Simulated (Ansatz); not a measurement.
Reaction (ligand exchange at a B–O bond): `CBOC(C)=O` + `NCF` → `CBNCF` + `CC(=O)O`

Isolated molecules relaxed with PBE0-D4/def2-TZVP in Ansatz; ΔE leaves out vibrations. CBS: MP2 limit from def2 TZ/QZ plus the TZ coupled-cluster correction, frozen cores. DFT in def2-TZVPP. Each species was taken in one conformer, which may not be the lowest.

Q: Is it downhill or uphill in electronic energy at CCSD(T)/CBS, and by how much? (Estimate.)

A: The calculation gave: Downhill: ΔE = -21.2 kJ/mol.

Q: What do these levels give: PBE-D4, r2SCAN-D4, PBE0-D4, ωB97X-V, MP2/def2-TZVPP, MP2/CBS(def2)? (Estimate.)

A: Computed: PBE-D4 -27.0, r2SCAN-D4 -22.7, PBE0-D4 -26.0, ωB97X-V -21.0, MP2/def2-TZVPP -23.3, MP2/CBS(def2) -23.0 kJ/mol.

Largest T1 diagnostic among the species: 0.015.

In def2-TZVPP, CCSD(T) changes the Hartree–Fock value by −8.9 kJ/mol (the triples alone add −0.8 kJ/mol) and MP2 by −10.7 kJ/mol.
